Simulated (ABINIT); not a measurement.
Crystal: NiO.

```
Ni O
1.0
     2.50462    0.00000    0.00000
     0.00000    2.50462    0.00000
     0.00000    0.00000    2.50462
Ni O
1 1
Direct
  0.00000 0.00000 0.00000
  0.50000 0.50000 0.50000
```

Measurements of this composition are mostly on another form, of space group No. 225.

Program: ABINIT 10.8.3 (patched build). Alike in all runs: task single point; potentials or basis JTH PAW PBE v2.0; spin collinear, ferromagnetic start; cell as given; k mesh 11 × 11 × 11; cutoff (eV) 1333; smearing fermi-dirac 0.05 eV.

Problem. Order these runs on this cell by their pressure, lowest first.
A. level WC
B. level revPBE
C. level PW91

Solution. A (14.0 GPa), C (24.6 GPa), B (29.8 GPa).

Caveats: the PAW data sets were made with another functional, which shifts forces and pressure a little; a cell with one magnetic atom can't hold antiferromagnetic order, which such compounds often take; a pressure of tens of GPa on the cell as given is suspect, and the run, the potentials or the cell itself is likely at fault (some runs).
